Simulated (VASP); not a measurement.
# SnSe (Pm-3m) in VASP: notebook

The runs below take SnSe through relaxation of cell and atoms, with LDA.

All numbers are computed with VASP 6.6.1; they aren't measurements. Logs are shortened: lines on timing, memory, paths and dates and some standing lists are left out, and cuts for length are marked.

## Step 1: Starting point

The structure is cubic, space group Pm-3m (No. 221). Conventional cell: a = 3.182 Å, b = 3.182 Å, c = 3.182 Å, α = 90.00°, β = 90.00°, γ = 90.00°. Sn (site symmetry m-3m) has 8 Se at 2.76 Å as nearest neighbours. Se (site symmetry m-3m) is surrounded by 8 Sn at 2.76 Å.

Measurements of this composition are mostly on another form, of space group No. 62.

## Step 2: Relaxation of cell and atoms, LDA

Contents of INCAR:

```
ALGO = Normal
EDIFF = 1E-6
EDIFFG = -0.01
ENCUT = 600
IBRION = 2
ISIF = 3
ISMEAR = 0
LASPH = True
LCHARG = False
LREAL = False
LWAVE = False
NELM = 80
NSW = 90
PREC = Accurate
SIGMA = 0.03
```

Contents of KPOINTS:

```
k-points
0
Gamma
  8 8 8
```

Contents of POSCAR:

```
SnSe
1.0
    3.1821000000      0.0000000000      0.0000000000
    0.0000000000      3.1821000000      0.0000000000
    0.0000000000      0.0000000000      3.1821000000
Sn Se
1 1
Direct
    0.5000000000      0.5000000000      0.5000000000
    0.0000000000      0.0000000000      0.0000000000
```

Potentials or basis: VASP PAW LDA potentials, release 64 (Sn_d, Se).

Run with:

```
> cat potpaw_LDA.64/Sn_d/POTCAR potpaw_LDA.64/Se/POTCAR > POTCAR
> mpirun -np 1 vasp_std > vasp.out
```

OUTCAR:

```text
EDIFF = 1E-6
   EDIFFG = -0.01
   ENCUT = 600
   IBRION = 2
   ISIF = 3
   ISMEAR = 0
   LASPH = True
   LREAL = False
   NELM = 80
   NSW = 90
   PREC = Accurate

 ion  position               nearest neighbor table
   1  0.500  0.500  0.500-   2 2.76   2 2.76   2 2.76   2 2.76   2 2.76   2 2.76   2 2.76   2 2.76

   2  0.000  0.000  0.000-   1 2.76   1 2.76   1 2.76   1 2.76   1 2.76   1 2.76   1 2.76   1 2.76

  LATTYP: Found a simple cubic cell.
 ALAT       =     3.1821000000

  Lattice vectors:

 A1 = (   3.1821000000,   0.0000000000,   0.0000000000)
 A2 = (   0.0000000000,   3.1821000000,   0.0000000000)
 A3 = (   0.0000000000,   0.0000000000,   3.1821000000)

Analysis of symmetry for initial positions (statically):
=====================================================================
 Subroutine PRICEL returns:
 Original cell was already a primitive cell.

 Routine SETGRP: Setting up the symmetry group for a
 simple cubic supercell.

 Subroutine GETGRP returns: Found 48 space group operations
 (whereof 48 operations were pure point group operations)
 out of a pool of 48 trial point group operations.

The static configuration has the point symmetry O_h .

Analysis of symmetry for dynamics (positions and initial velocities):
=====================================================================
 Subroutine PRICEL returns:
 Original cell was already a primitive cell.

 Routine SETGRP: Setting up the symmetry group for a
 simple cubic supercell.

 Subroutine GETGRP returns: Found 48 space group operations
 (whereof 48 operations were pure point group operations)
 out of a pool of 48 trial point group operations.

The dynamic configuration has the point symmetry O_h .

 Subroutine INISYM returns: Found 48 space group operations
 (whereof 48 operations are pure point group operations),
 and found     1 'primitive' translations

----------------------------------------------------------------------------------------

                                     Primitive cell

  volume of cell :      32.2212

  direct lattice vectors                    reciprocal lattice vectors
     3.182100000  0.000000000  0.000000000     0.314257880  0.000000000  0.000000000
     0.000000000  3.182100000  0.000000000     0.000000000  0.314257880  0.000000000
     0.000000000  0.000000000  3.182100000     0.000000000  0.000000000  0.314257880

  length of vectors
     3.182100000  3.182100000  3.182100000     0.314257880  0.314257880  0.314257880

  position of ions in fractional coordinates (direct lattice)
     0.500000000  0.500000000  0.500000000
     0.000000000  0.000000000  0.000000000

  ion indices of the primitive-cell ions
   primitive index   ion index
                 1           1
                 2           2

----------------------------------------------------------------------------------------

 KPOINTS: k-points

Automatic generation of k-mesh.
 Grid dimensions read from file:
 generate k-points for:    8    8    8

 Generating k-lattice:

  Cartesian coordinates                     Fractional coordinates (reciprocal lattice)
     0.039282235  0.000000000  0.000000000     0.125000000  0.000000000  0.000000000
     0.000000000  0.039282235  0.000000000     0.000000000  0.125000000  0.000000000
     0.000000000  0.000000000  0.039282235     0.000000000  0.000000000  0.125000000

  Length of vectors
     0.039282235  0.039282235  0.039282235

  Shift w.r.t. Gamma in fractional coordinates (k-lattice)
     0.000000000  0.000000000  0.000000000

 Subroutine IBZKPT returns following result:
 ===========================================

 Found     35 irreducible k-points:

 Following reciprocal coordinates:
            Coordinates               Weight
  0.000000  0.000000  0.000000      1.000000
  0.125000  0.000000  0.000000      6.000000
  0.250000  0.000000  0.000000      6.000000
  0.375000  0.000000  0.000000      6.000000
  0.500000  0.000000  0.000000      3.000000
  0.125000  0.125000  0.000000     12.000000
[... 16 lines left out ...]
  0.375000  0.375000  0.125000     24.000000
  0.500000  0.375000  0.125000     24.000000
 [... further k-points ...]
   k-points           NKPTS =     35   k-points in BZ     NKDIM =     35   number of bands    NBANDS=     14
   number of dos      NEDOS =    301   number of ions     NIONS =      2
   total plane-waves  NPLWV =  21952
   dimension x,y,z NGX =    28 NGY =   28 NGZ =   28
   dimension x,y,z NGXF=    56 NGYF=   56 NGZF=   56
   ions per type =               1   1
   NGX,Y,Z   is equivalent  to a cutoff of  14.63, 14.63, 14.63 a.u.
   NGXF,Y,Z  is equivalent  to a cutoff of  29.26, 29.26, 29.26 a.u.
 SYSTEM =  unknown system
   PREC   = accura    normal or accurate (medium, high low for compatibility)
   ISTART =      0    job   : 0-new  1-cont  2-samecut
   ICHARG =      2    charge: 1-file 2-atom 10-const
   ISPIN  =      1    spin polarized calculation?
   LNONCOLLINEAR =      F non collinear calculations
   LSORBIT =      F    spin-orbit coupling
   LASPH  =      T    aspherical Exc in radial PAW
   ENCUT  =  600.0 eV  44.10 Ry    6.64 a.u.   6.36  6.36  6.36*2*pi/ulx,y,z
   NELM   =     80;   NELMIN=  2; NELMDL= -5     # of ELM steps
   EDIFF  = 0.1E-05   stopping-criterion for ELM
   LREAL  =      F    real-space projection
   EDIFFG = -.1E-01   stopping-criterion for IOM
   NSW    =     90    number of steps for IOM
   IBRION =      2    ionic relax: 0-MD 1-quasi-New 2-CG
   NFREE  =      1    steps in history (QN), initial steepest desc. (CG)
   ISIF   =      3    stress and relaxation
   ISYM   =      2    0-nonsym 1-usesym 2-fastsym
   POTIM  = 0.5000    time-step for ionic-motion
   TEBEG  =    0.0;   TEEND  =   0.0 temperature during run
   PSTRESS=    0.0 pullay stress
   NELECT =      20.0000    total number of electrons
   NUPDOWN=      -1.0000    fix difference up-down
   EMIN   =  10.00;   EMAX   =-10.00  energy-range for DOS
   EFERMI =   0.00;   METHOD = LEGACY
   ISMEAR =     0;   SIGMA  =   0.03  broadening in eV -4-tet -1-fermi 0-gaus
   EFERMI_NEDOS =   21; number of points for ismear=-14 and -15
   IALGO  =     38    algorithm
   IMIX   =      4    mixing-type and parameters
     AMIX     =   0.40;   BMIX     =  1.00
     AMIX_MAG =   1.60;   BMIX_MAG =  1.00
  volume/ion in A,a.u.               =      16.11       108.72
  Fermi-wavevector in a.u.,A,eV,Ry     =   1.396489  2.638982 26.533849  1.950183
  Thomas-Fermi vector in A             =   2.519839
   LORBIT       =      0    0 simple, 1 ext, 2 COOP (PROOUT), +10 PAW based schemes
   GGA     = CA    functional components
   LHFCALC =     F    Hartree Fock is set to
   AEXX    =    0.0000 exact exchange contribution
   IVDW    =     0    specifies the selected vdW correction
   LEPSILON=     F    determine dielectric tensor
   LRPA    =     F    only Hartree local field effects (RPA)
 conjugate gradient relaxation of ions
 non-spin polarized calculation
 Gauss-broadening in eV      SIGMA  =   0.03
  energy-cutoff  :      600.00
  volume of cell :       32.22
 maximum number of plane-waves:      1108
 NGX is ok and might be reduce to    28
   NGX = 13   NGY = 13   NGZ = 13

--------------------------------------- Ionic step        1  -------------------------------------------

 number of electron      20.0000009 magnetization

 Free energy of the ion-electron system (eV)
  ---------------------------------------------------
  ext. energy  EPLUGINS =         0.00000000
  ---------------------------------------------------
  free energy    TOTEN  =        -7.59199987 eV

  energy without entropy =       -7.59169130  energy(sigma->0) =       -7.59184559

 E-fermi :  12.7194     XC(G=0): -12.5507

 val. band max:       12.6899688418   @ k =   0.3750   0.3750   0.2500
 cond. band min:      12.8118248889   @ k =   0.3750   0.2500   0.2500
 fundamental gap:      0.1218560471
 Fermi energy:        12.7194301251

 k-point     1 :       0.0000    0.0000    0.0000
  band No.  band energies     occupation
      1      -9.5590      2.00000
      2      -9.5590      2.00000
      3      -9.2643      2.00000
      4      -9.2643      2.00000
      5      -9.2643      2.00000
      6      -5.3169      2.00000
      7       8.1790      2.00000
      8       9.0540      2.00000
      9       9.0540      2.00000
     10       9.0540      2.00000
     11      15.7352      0.00000
     12      15.7352      0.00000
     13      22.1269      0.00000
     14      22.1269      0.00000
[... 866 lines left out ...]
 POSITION                                       TOTAL-FORCE (eV/Angst)
 -----------------------------------------------------------------------------------
      1.96854      1.96854      1.96854        -0.000000     -0.000000      0.000000
      0.00000      0.00000      0.00000         0.000000      0.000000      0.000000
 -----------------------------------------------------------------------------------
    total drift:                                0.000000      0.000000      0.000000

  FREE ENERGIE OF THE ION-ELECTRON SYSTEM (eV)
  ---------------------------------------------------
  free  energy   TOTEN  =        -8.4665155154 eV

  energy  without entropy=       -8.4661721262  energy(sigma->0) =       -8.46634382

--------------------------------------- Ionic step        3  -------------------------------------------

 number of electron      20.0000009 magnetization

 Free energy of the ion-electron system (eV)
  ---------------------------------------------------
  ext. energy  EPLUGINS =         0.00000000
  ---------------------------------------------------
  free energy    TOTEN  =        -9.05825244 eV

  energy without entropy =       -9.05806058  energy(sigma->0) =       -9.05815651

 E-fermi :   7.0370     XC(G=0): -10.8085

 val. band max:        7.0003843183   @ k =   0.3750   0.3750   0.3750
 cond. band min:       7.1224515446   @ k =   0.3750   0.1250   0.0000
 fundamental gap:      0.1220672263
 Fermi energy:         7.0370169101

 k-point     1 :       0.0000    0.0000    0.0000
  band No.  band energies     occupation
      1     -14.4022      2.00000
      2     -14.4022      2.00000
      3     -14.3057      2.00000
      4     -14.3057      2.00000
      5     -14.3057      2.00000
      6      -7.1966      2.00000
      7       1.4399      2.00000
      8       4.9942      2.00000
      9       4.9942      2.00000
     10       4.9942      2.00000
     11      11.3319      0.00000
     12      13.6086      0.00000
     13      13.6086      0.00000
     14      13.6086      0.00000
[... 413 lines left out ...]
 POSITION                                       TOTAL-FORCE (eV/Angst)
 -----------------------------------------------------------------------------------
      1.78914      1.78914      1.78914        -0.000000     -0.000000      0.000000
      0.00000      0.00000      0.00000         0.000000      0.000000      0.000000
 -----------------------------------------------------------------------------------
    total drift:                                0.000000      0.000000      0.000000

  FREE ENERGIE OF THE ION-ELECTRON SYSTEM (eV)
  ---------------------------------------------------
  free  energy   TOTEN  =        -9.0582524449 eV

  energy  without entropy=       -9.0580605850  energy(sigma->0) =       -9.05815651

 reached required accuracy - stopping structural energy minimisation
```

It took 33 s on 1 thread of AMD EPYC 7R13 (Zen 3), shared host; peak memory 0.12 GiB.

Results:

| Item | Value |
| --- | --- |
| Free energy | -9.0583 eV |
| Relaxed volume | 22.91 Å³/atom |
| Relaxed cell | a = 3.578 Å, b = 3.578 Å, c = 3.578 Å, α = 90.00°, β = 90.00°, γ = 90.00° |
| Space group after relaxing (to 0.05 Å) | Pm-3m (No. 221) |
| Energy gained by relaxing | 733.1 meV/atom |
| Ionic steps | 3 |
| Pressure after relaxing | 0.0 GPa |
| Band gap on the k mesh | none (metal or under the smearing width) |

Step by step:
```tsv
step	energy change (eV)	largest force (eV/Å)	pressure (GPa)	volume (Å³)
1	0.0000	0.0000	48.91	32.22
2	-0.8745	0.0000	-9.94	61.03
3	-1.4663	0.0000	0.03	45.82
```

Final structure:
```
CELL_PARAMETERS angstrom
3.57828 0.00000 0.00000
0.00000 3.57828 0.00000
0.00000 0.00000 3.57828
ATOMIC_POSITIONS crystal
Sn 0.50000 0.50000 0.50000
Se 0.00000 0.00000 0.00000
```

Caveat: the volume moved by over 15 % at a fixed basis, so the end points are rough.

## Step 3: Relaxation of cell and atoms, LDA

This run uses another cell than the first one, of 22.91 Å³/atom, 1.422 times its volume.

Edit INCAR of step 2 so:

```diff
@@ -1,4 +1,4 @@
 ALGO = Normal
-EDIFF = 1E-6
-EDIFFG = -0.01
+EDIFF = 1E-7
+EDIFFG = -0.005
 ENCUT = 600
```

KPOINTS is that of step 2.

Contents of POSCAR:

```
SnSe                                    
1.0
    3.5782819248     -0.0000000000      0.0000000000
   -0.0000000000      3.5782819248     -0.0000000000
   -0.0000000000     -0.0000000000      3.5782819248
  Sn              Se            
     1     1
Direct
     0.5000000000000000    0.5000000000000000    0.5000000000000000
     0.0000000000000000    0.0000000000000000    0.0000000000000000
```

Potentials or basis: VASP PAW LDA potentials, release 64 (Sn_d, Se).

Run with:

```
> cat potpaw_LDA.64/Sn_d/POTCAR potpaw_LDA.64/Se/POTCAR > POTCAR
> mpirun -np 1 vasp_std > vasp.out
```

Wall time 16 s (1 thread of AMD EPYC 7R13 (Zen 3), shared host); peak memory 0.13 GiB.

The run converged. Its results:

```yaml
Free_energy: -9.0614 eV
Pressure_after_relaxing: 0.0 GPa
Band_gap_on_the_k_mesh: none (metal or under the smearing width)
```

Final structure:
```
CELL_PARAMETERS angstrom
3.57828 0.00000 0.00000
0.00000 3.57828 0.00000
0.00000 0.00000 3.57828
ATOMIC_POSITIONS crystal
Sn 0.50000 0.50000 0.50000
Se 0.00000 0.00000 0.00000
```

Levels at points of the mesh, in eV from the Fermi level:
| k point | band 7 | band 8 | band 9 | band 10 | band 11 | band 12 | band 13 | band 14 |
| --- | --- | --- | --- | --- | --- | --- | --- | --- |
| (0.00, 0.00, 0.00) | -5.60 | -2.04 | -2.04 | -2.04 | 4.29 | 4.29 | 6.57 | 6.57 |
| (0.50, 0.00, 0.00) | -8.83 | -0.61 | -0.61 | -0.04 | 0.70 | 3.19 | 3.19 | 6.26 |
| (0.50, 0.50, 0.00) | -6.22 | -5.47 | -5.47 | -0.15 | 4.37 | 4.37 | 5.05 | 6.65 |
| (0.50, 0.50, 0.50) | -4.38 | -3.27 | -3.27 | -3.27 | -1.34 | -1.34 | -1.34 | 14.84 |

Caveat: the relaxation stopped at its first step, so nothing moved.
